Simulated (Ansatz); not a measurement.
Formation energy of PbO-type HfN

Computed with Ansatz (plane waves, PAW, 420 eV cutoff): PBE, scalar-relativistic, no spin polarisation, 10×10×8 k-mesh, Gaussian smearing of 0.05 eV. The datasets are Ansatz's generated set soft_2.

This is a trial structure; measured cells of the compound in the Crystallography Open Database are in space group Fm-3m (rock salt).

Symmetry: P4/nmm, No. 129, tetragonal system. The conventional cell has a = 3.857 Å, b = 3.857 Å, c = 4.818 Å, α = 90.00°, β = 90.00°, γ = 90.00°. Around Hf (site symmetry 4mm) lie 4 N at 2.11 Å. N (site symmetry -4m2) is surrounded by 4 Hf at 2.11 Å. (Neighbours are counted to 15 % beyond the shortest distance.)

The elements were computed in their standard states (gases as isolated molecules) with the same datasets, cutoff and functional. Total energies depend on the potentials used, so only differences within one code and one set of settings carry meaning.

Energy of the relaxed cell (4 atoms, smearing extrapolated to zero): -32215.143 eV. Elements, in eV/atom: Hf -15721.362, N -384.013.

Question: What is the formation energy?

Answer: [-32215.143 − (2 × -15721.362 + 2 × -384.013)] / 4 = -1.10 eV/atom, or -106 kJ per mole of atoms.

The value is for 0 K, without zero-point energy and without any correction for the binding of gas molecules. The functional's error in the binding of N₂ enters directly. A negative value shows stability against the elements alone, not against other compounds or structures.

A formal count (Hf⁴⁺, N³⁻) leaves 1 electron a formula unit beyond the anions' closed shells. It goes into the bands above the anion p states, which fits the metal found.

Scalar-relativistic only: spin–orbit splittings of the heavy atoms' levels are missing.
